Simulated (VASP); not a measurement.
Input of a VASP 6.6.1 run:

Contents of INCAR:

```
ALGO = Normal
EDIFF = 1E-6
EDIFFG = -0.02
ENCUT = 600
IBRION = 2
ISIF = 3
ISMEAR = -1
LASPH = True
LCHARG = False
LMIXTAU = True
LREAL = False
LWAVE = False
METAGGA = SCAN
NELM = 100
NSW = 60
PREC = Accurate
SIGMA = 0.05
```

The input KPOINTS:

```
k-points
0
Gamma
  8 8 5
```

The input POSCAR:

```
ZnS
1.0
    3.8110000000      0.0000000000      0.0000000000
   -1.9055000000      3.3004228138      0.0000000000
    0.0000000000      0.0000000000      6.2340000000
Zn S
2 2
Direct
    0.6666666667      0.3333333333      0.5000000000
    0.3333333333      0.6666666667      0.0000000000
    0.6666666667      0.3333333333      0.8850000000
    0.3333333333      0.6666666667      0.3850000000
```

Potentials or basis: VASP PAW PBE potentials, release 64 (Zn, S).

The run is started by

```bash
$ cat potpaw_PBE.64/Zn/POTCAR potpaw_PBE.64/S/POTCAR > POTCAR
$ mpirun -np 1 vasp_std > vasp.out
```

(1) What does it give for the band gap on the k mesh?

(2) Predict the relaxed cell.

Answers

(1) 2.77 eV, direct.

(2) a = 3.794 Å, b = 3.794 Å, c = 6.228 Å, α = 90.00°, β = 90.00°, γ = 120.00°.
